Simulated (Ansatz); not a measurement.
Input file for Ansatz (a quantum-chemistry and plane-wave program):

Ansatz 0.2 input:
```yaml
crystal:
  lattice:
    - [0.0, 3.0097824395, 3.0097824395]
    - [3.0097824395, 0.0, 3.0097824395]
    - [3.0097824395, 3.0097824395, 0.0]
  atoms:
    - { symbol: Li, position: [0.0, 0.0, 0.0] }
    - { symbol: I, position: [0.5, 0.5, 0.5] }
kpoints:
  mp_grid: { grid: [8, 8, 8] }
hamiltonian:
  xc: pbe
  pseudopotentials: { kind: paw }
scf:
  occupations: { method: fixed }
elastic: { mode: relaxed_ion, stencil: two_point, amplitude: 0.005, f_tol: 0.0005 }
```

Output (shortened):

```
Pseudopotential: Li, paw, valence charge 3
Pseudopotential: I, paw, valence charge 17
Functional definition: PBE
Crystal: 2 atoms, lattice volume = 54.530 Å³
Basis set: ecut = 420 eV, 1067 PW (Γ), exchange–correlation on 60×60×60 points (8 copies of the dense FFT grid, shifted against one another)
Bands: 14, of which v1, the nominal top of the filled ones, is band 10 counted from 1 (9 counted from 0)
Symmetry: 48 space group operations
Space group: Fm-3m (ITA 225), of the structure as read, at distance tolerance 3.8e-5 Å
k-points: 29 of 512
SCF iter   1: F=—  HF=-7720.000062 eV  |F-HF|=—  |Δ(HF+E_count)|=         —  Δρ=4.93e-4  dr2=2.43e-4  ethr=1.77e-3  ⟨swp⟩=5.4  Hψ=2068  notcnv=0  defer=49
preconditioner: auto → none
SCF iter   2: F=—  HF=-7719.999770 eV  |F-HF|=—  |Δ(HF+E_count)|=   2.92e-4  Δρ=5.93e-4  dr2=4.52e-4  ethr=1.22e-6  ⟨swp⟩=2.4  Hψ=942  notcnv=0  defer=53
SCF iter   3: F=—  HF=-7719.999680 eV  |F-HF|=—  |Δ(HF+E_count)|=   9.02e-5  Δρ=3.06e-4  dr2=1.09e-4  ethr=1.22e-6  ⟨swp⟩=2.2  Hψ=566  notcnv=0  defer=52
SCF iter   4: F=—  HF=-7719.999698 eV  |F-HF|=—  |Δ(HF+E_count)|=   1.82e-5  Δρ=1.42e-4  dr2=2.41e-5  ethr=5.45e-7  ⟨swp⟩=2.0  Hψ=592  notcnv=0  defer=53
SCF iter   5: F=—  HF=-7719.999695 eV  |F-HF|=—  |Δ(HF+E_count)|=   3.77e-6  Δρ=5.21e-5  dr2=3.27e-6  ethr=1.20e-7  ⟨swp⟩=2.5  Hψ=515  notcnv=0  defer=49
SCF iter   6: F=—  HF=-7719.999696 eV  |F-HF|=—  |Δ(HF+E_count)|=   1.65e-6  Δρ=1.67e-5  dr2=3.57e-7  ethr=1.63e-8  ⟨swp⟩=2.4  Hψ=586  notcnv=0  defer=44
SCF iter   7: F=—  HF=-7719.999697 eV  |F-HF|=—  |Δ(HF+E_count)|=   4.13e-7  Δρ=6.04e-6  dr2=4.71e-8  ethr=1.79e-9  ⟨swp⟩=2.4  Hψ=529  notcnv=0  defer=44
SCF iter   8: F=—  HF=-7719.999697 eV  |F-HF|=—  |Δ(HF+E_count)|=   1.74e-8  Δρ=1.43e-6  dr2=2.61e-9  ethr=2.35e-10  ⟨swp⟩=2.0  Hψ=524  notcnv=0  defer=44
SCF iter  10: F=-7719.999697 eV  HF=-7719.999697 eV  |F-HF|=2.73e-12  |Δ(HF+E_count)|=  4.91e-11  Δρ=5.52e-9  dr2=2.63e-14  ethr=1.00e-12  ⟨swp⟩=6.3  Hψ=2429  notcnv=0
SCF 1 converged in 10 iterations: F = -7719.999697 eV  dr2 = 2.63e-14
Crystal: 2 atoms, lattice volume = 54.257 Å³
Symmetry: 16 space group operations
k-points: 59 of 512
iter 1 solved again at ethr=5.43e-8 eV; its pass at ethr=3.10e-3 eV (dr2=1.09e-5 eV) is discarded
SCF iter   1: F=—  HF=-7719.999550 eV  |F-HF|=—  |Δ(HF+E_count)|=         —  Δρ=1.78e-4  dr2=2.33e-5  ethr=5.43e-8  ⟨swp⟩=3.0  Hψ=5012  notcnv=0  defer=116
preconditioner: auto → none
SCF iter   2: F=—  HF=-7719.999552 eV  |F-HF|=—  |Δ(HF+E_count)|=   1.89e-6  Δρ=7.96e-5  dr2=4.10e-6  ethr=5.43e-8  ⟨swp⟩=2.0  Hψ=1049  notcnv=0  defer=113
SCF iter   3: F=—  HF=-7719.999551 eV  |F-HF|=—  |Δ(HF+E_count)|=   1.14e-6  Δρ=1.35e-5  dr2=8.39e-8  ethr=1.63e-8  ⟨swp⟩=2.0  Hψ=1062  notcnv=0  defer=109
SCF iter   4: F=—  HF=-7719.999551 eV  |F-HF|=—  |Δ(HF+E_count)|=   5.14e-7  Δρ=4.02e-6  dr2=1.14e-8  ethr=3.34e-10  ⟨swp⟩=2.0  Hψ=1364  notcnv=0  defer=108
SCF iter   5: F=—  HF=-7719.999551 eV  |F-HF|=—  |Δ(HF+E_count)|=   1.04e-9  Δρ=6.11e-7  dr2=1.13e-10  ethr=4.53e-11  ⟨swp⟩=2.0  Hψ=1357  notcnv=0  defer=108
SCF iter   6: F=—  HF=-7719.999551 eV  |F-HF|=—  |Δ(HF+E_count)|=  1.25e-10  Δρ=8.49e-8  dr2=2.27e-12  ethr=4.48e-13 (applied; sched 1.00e-12)  ⟨swp⟩=2.0  Hψ=1409  notcnv=0  defer=108
SCF iter   7: F=-7719.999551 eV  HF=-7719.999551 eV  |F-HF|=3.64e-12  |Δ(HF+E_count)|=  1.82e-12  Δρ=1.32e-8  dr2=3.50e-14  ethr=1.00e-12  ⟨swp⟩=5.1  Hψ=3005  notcnv=0
SCF 2 converged in 7 iterations: F = -7719.999551 eV  dr2 = 3.50e-14
Crystal: 2 atoms, lattice volume = 54.803 Å³
iter 1 solved again at ethr=6.50e-9 eV; its pass at ethr=3.10e-3 eV (dr2=1.30e-6 eV) is discarded
SCF iter   1: F=—  HF=-7719.998087 eV  |F-HF|=—  |Δ(HF+E_count)|=         —  Δρ=3.03e-4  dr2=1.29e-6  ethr=6.50e-9  ⟨swp⟩=2.1  Hψ=4147  notcnv=0  defer=96
preconditioner: auto → none
SCF iter   2: F=—  HF=-7719.999209 eV  |F-HF|=—  |Δ(HF+E_count)|=   1.12e-3  Δρ=1.51e-4  dr2=3.26e-7  ethr=6.45e-9  ⟨swp⟩=2.0  Hψ=1487  notcnv=0  defer=108
SCF iter   3: F=—  HF=-7719.999522 eV  |F-HF|=—  |Δ(HF+E_count)|=   3.13e-4  Δρ=5.00e-5  dr2=3.27e-8  ethr=1.63e-9  ⟨swp⟩=2.0  Hψ=1416  notcnv=0  defer=112
SCF iter   4: F=—  HF=-7719.999560 eV  |F-HF|=—  |Δ(HF+E_count)|=   3.76e-5  Δρ=1.84e-6  dr2=3.81e-10  ethr=1.63e-10  ⟨swp⟩=2.0  Hψ=1416  notcnv=0  defer=112
SCF iter   5: F=—  HF=-7719.999560 eV  |F-HF|=—  |Δ(HF+E_count)|=   3.48e-8  Δρ=2.66e-7  dr2=2.29e-11  ethr=1.91e-12  ⟨swp⟩=2.0  Hψ=1039  notcnv=0  defer=112
SCF iter   6: F=—  HF=-7719.999560 eV  |F-HF|=—  |Δ(HF+E_count)|=  1.40e-10  Δρ=4.41e-8  dr2=2.40e-12  ethr=1.14e-13 (applied; sched 1.00e-12)  ⟨swp⟩=2.0  Hψ=1327  notcnv=0  defer=112
SCF iter   7: F=—  HF=-7719.999560 eV  |F-HF|=—  |Δ(HF+E_count)|=  2.73e-12  Δρ=9.73e-9  dr2=1.13e-13  ethr=1.20e-14 (applied; sched 1.00e-12)  ⟨swp⟩=2.0  Hψ=1062  notcnv=0  defer=112
SCF iter   8: F=-7719.999560 eV  HF=-7719.999560 eV  |F-HF|=1.82e-12  |Δ(HF+E_count)|=  9.09e-13  Δρ=2.63e-9  dr2=8.19e-15  ethr=1.00e-12  ⟨swp⟩=4.0  Hψ=2479  notcnv=0
SCF 3 converged in 8 iterations: F = -7719.999560 eV  dr2 = 8.19e-15
Crystal: 2 atoms, lattice volume = 54.530 Å³
Symmetry: 8 space group operations
k-points: 95 of 512
iter 1 solved again at ethr=1.55e-8 eV; its pass at ethr=3.10e-3 eV (dr2=3.10e-6 eV) is discarded
SCF iter   1: F=—  HF=-7719.999627 eV  |F-HF|=—  |Δ(HF+E_count)|=         —  Δρ=8.10e-5  dr2=1.27e-6  ethr=1.55e-8  ⟨swp⟩=3.3  Hψ=8139  notcnv=0  defer=179
preconditioner: auto → none
SCF iter   2: F=—  HF=-7719.999635 eV  |F-HF|=—  |Δ(HF+E_count)|=   7.85e-6  Δρ=4.13e-5  dr2=3.12e-7  ethr=6.34e-9  ⟨swp⟩=2.1  Hψ=2076  notcnv=0  defer=137
SCF iter   3: F=—  HF=-7719.999635 eV  |F-HF|=—  |Δ(HF+E_count)|=   4.35e-7  Δρ=2.32e-6  dr2=2.45e-9  ethr=1.56e-9  ⟨swp⟩=2.0  Hψ=2278  notcnv=0  defer=138
SCF iter   4: F=—  HF=-7719.999635 eV  |F-HF|=—  |Δ(HF+E_count)|=   3.11e-9  Δρ=7.28e-7  dr2=4.22e-10  ethr=1.23e-11  ⟨swp⟩=2.0  Hψ=2280  notcnv=0  defer=139
SCF iter   5: F=—  HF=-7719.999635 eV  |F-HF|=—  |Δ(HF+E_count)|=  1.36e-10  Δρ=2.47e-7  dr2=8.32e-12  ethr=2.11e-12  ⟨swp⟩=2.0  Hψ=2185  notcnv=0  defer=139
SCF iter   6: F=-7719.999635 eV  HF=-7719.999635 eV  |F-HF|=2.73e-12  |Δ(HF+E_count)|=  1.27e-11  Δρ=1.95e-8  dr2=8.10e-14  ethr=1.00e-12  ⟨swp⟩=3.7  Hψ=5432  notcnv=0
SCF 4 converged in 6 iterations: F = -7719.999635 eV  dr2 = 8.10e-14
Crystal: 2 atoms, lattice volume = 54.530 Å³
iter 1 solved again at ethr=2.89e-9 eV; its pass at ethr=3.10e-3 eV (dr2=5.77e-7 eV) is discarded
SCF iter   1: F=—  HF=-7719.998975 eV  |F-HF|=—  |Δ(HF+E_count)|=         —  Δρ=2.16e-4  dr2=5.77e-7  ethr=2.89e-9  ⟨swp⟩=1.1  Hψ=6497  notcnv=0  defer=121
preconditioner: auto → none
SCF iter   2: F=—  HF=-7719.999475 eV  |F-HF|=—  |Δ(HF+E_count)|=   5.00e-4  Δρ=1.08e-4  dr2=1.45e-7  ethr=2.88e-9  ⟨swp⟩=2.0  Hψ=2276  notcnv=0  defer=126
SCF iter   3: F=—  HF=-7719.999631 eV  |F-HF|=—  |Δ(HF+E_count)|=   1.57e-4  Δρ=1.74e-5  dr2=1.07e-8  ethr=7.24e-10  ⟨swp⟩=2.0  Hψ=2280  notcnv=0  defer=134
SCF iter   4: F=—  HF=-7719.999635 eV  |F-HF|=—  |Δ(HF+E_count)|=   4.05e-6  Δρ=8.44e-7  dr2=1.60e-10  ethr=5.33e-11  ⟨swp⟩=2.0  Hψ=2280  notcnv=0  defer=135
SCF iter   5: F=—  HF=-7719.999635 eV  |F-HF|=—  |Δ(HF+E_count)|=   4.95e-9  Δρ=1.78e-7  dr2=1.17e-11  ethr=7.98e-13 (applied; sched 1.00e-12)  ⟨swp⟩=2.0  Hψ=1710  notcnv=0  defer=135
SCF iter   6: F=—  HF=-7719.999635 eV  |F-HF|=—  |Δ(HF+E_count)|=  7.19e-11  Δρ=2.06e-8  dr2=4.35e-13  ethr=5.83e-14 (applied; sched 1.00e-12)  ⟨swp⟩=2.0  Hψ=2280  notcnv=0  defer=135
SCF iter   7: F=-7719.999635 eV  HF=-7719.999635 eV  |F-HF|=0.00e0  |Δ(HF+E_count)|=  2.73e-12  Δρ=5.15e-9  dr2=2.75e-14  ethr=1.00e-12  ⟨swp⟩=4.9  Hψ=4195  notcnv=0
SCF 5 converged in 7 iterations: F = -7719.999635 eV  dr2 = 2.75e-14
SCF converged after 10 iterations
Free energy (F): -7719.999697 eV
Harris-Foulkes:  -7719.999697 eV  (|F-HF|=2.73e-12)
Internal energy: -7719.999697 eV  (E = F + TS)
E sigma→0 (E₀):  -7719.999697 eV
Fermi energy:    4.039811 eV
--- Per-component energies (eV) ---
  E_band       = -474.414338
  E_kinetic    = 210.181786
  E_local      = -2137.535845  (includes V_loc(G=0)·N_el)
  E_nonlocal   = -123.438127
  E_hartree    = 1074.814405
  E_xc         = -138.813582
  E_vxc        = -142.491241  (∫ρ·V_xc dr)
  E_paw        = -4838.084222  (= ΣΔE_a)
  E_vpaw       = -430.759675  (= ΣTr[D̂ρ^β])
  E_aug_tail   = -0.000039  (compensation charges beyond the density's cutoff)
  E_ewald      = -1767.124073
  E_smearing   =  0.000000  (= −TS)
  E_closure    = 0.000000  (closes the sum)
  Σ components = -7719.999697   (vs F -7719.999697, Δ=0.00e0)
  [band-id]    e_kinetic+e_local+e_nonlocal+2·e_hartree+e_vxc+e_vpaw+e_augmentation_tail = -474.414330   (vs E_band -474.414338, Δ=8.26e-6)
--- Forces (eV/Å), atoms counted from 1 ---
  atom   1  Li     0.00000000     0.00000000     0.00000000
  atom   2  I      0.00000000     0.00000000     0.00000000
  max |Σ_I F_I| component: 0.0 eV/Å
--- Stress (GPa, compression-positive) ---
        0.000984       0.000000       0.000000
        0.000000       0.000984       0.000000
        0.000000       0.000000       0.000984
  P = ⅓ Tr σ = 0.0010 GPa (0.010 kbar)
--- Band table (eV; the first three rows and the last of 29) ---
  k-point 0: bands = ["-41.3166", "-39.3751", "-39.3751", "-39.3717", "-39.3717", "-39.3717", "-7.5910", "4.0377", "4.0377", "4.0377", "8.2932", "12.3667", "12.3667", "12.3667"]
  k-point 1: bands = ["-41.3166", "-39.3751", "-39.3751", "-39.3716", "-39.3716", "-39.3716", "-7.5233", "3.4212", "3.9935", "3.9935", "8.7898", "11.8399", "12.1877", "12.1877"]
  k-point 2: bands = ["-41.3165", "-39.3751", "-39.3751", "-39.3715", "-39.3715", "-39.3715", "-7.3498", "2.3057", "3.8939", "3.8939", "9.0692", "11.1944", "11.1944", "12.2233"]
  k-point 28: bands = ["-41.3164", "-39.3750", "-39.3749", "-39.3714", "-39.3714", "-39.3709", "-6.8743", "1.8658", "1.8658", "2.7804", "10.1295", "10.8135", "12.0055", "12.0055"]
--- Elastic constants: 2 strain directions × 2 members + reference (group order 48) ---
  dense FFT box of the reference and of every strained cell: 30×30×30
  strains applied: 11, 23; error gains: componentwise 1.00 (the most a stress slope's error grows in a printed constant), spectral 1.73 (1 for all six strains …
  C = ∂σ_k/∂η_j (tension-positive GPa; Voigt order 11 22 33 23 13 12):
        33.070     13.155     13.155      0.000      0.000      0.000
        13.155     33.070     13.155      0.000      0.000      0.000
        13.155     13.155     33.070      0.000      0.000      0.000
         0.000      0.000      0.000     14.332      0.000      0.000
         0.000      0.000      0.000      0.000     14.332      0.000
         0.000      0.000      0.000      0.000      0.000     14.332
  reference stress σ⁰ (GPa):     -0.001     -0.001     -0.001      0.000      0.000      0.000
  C* (energy form; C + prestress term) asymmetry max|C*_kj − C*_jk| = 1.776e-15 GPa — a small one proves nothing (zero by symmetry where the batch's group is …
  moduli (Voigt/Reuss/Hill, GPa): K = 19.79/19.79/19.79   G = 12.58/12.19/12.39   E = 30.75   ν = 0.241
  mechanically stable: yes (min eigenvalue of sym C = 14.33 GPa)
  where every solve meets its electron count the energy-path curvature estimates C_jj along a normal strain and C_jj − ¼(σ⁰_aa + σ⁰_bb) along a shear (ab), of …
  strain η (Voigt 11):  stress-route row diagonal C_11 = 33.07 GPa, energy-path curvature d²(F+E_count+ΔE)/dδ²/Ω₀ = 32.95 GPa
         δ    σ_11 (GPa)             F (eV)   n_scf  n_hpsi   n_pw
    -5.000e-3      -0.1719       -7719.9995511       7   15202   1069   relax 0 steps, max|allowed force component| 0.0 eV/Å
     5.000e-3       0.1588       -7719.9995598       8   15317   1098   relax 0 steps, max|allowed force component| 0.0 eV/Å
  strain η (Voigt 23):  stress-route row diagonal C_44 = 14.33 GPa, energy-path curvature d²(F+E_count+ΔE)/dδ²/Ω₀ = 14.20 GPa
         δ    σ_23 (GPa)             F (eV)   n_scf  n_hpsi   n_pw
    -5.000e-3      -0.0717       -7719.9996354       6   23910   1074   relax 0 steps, max|allowed force component| 0.0 eV/Å
     5.000e-3       0.0717       -7719.9996354       7   23040   1074   relax 0 steps, max|allowed force component| 0.0 eV/Å
```

Cost: very roughly 9 core-seconds on shared cores.

The PBE relaxation kept the symmetry of its start; phonons on a q-mesh show no instability. Scalar-relativistic: spin–orbit coupling is off unless named, which matters more the heavier the elements.

Potentials: the later of the program's two PAW sets.

Ansatz is a plane-wave DFT program.
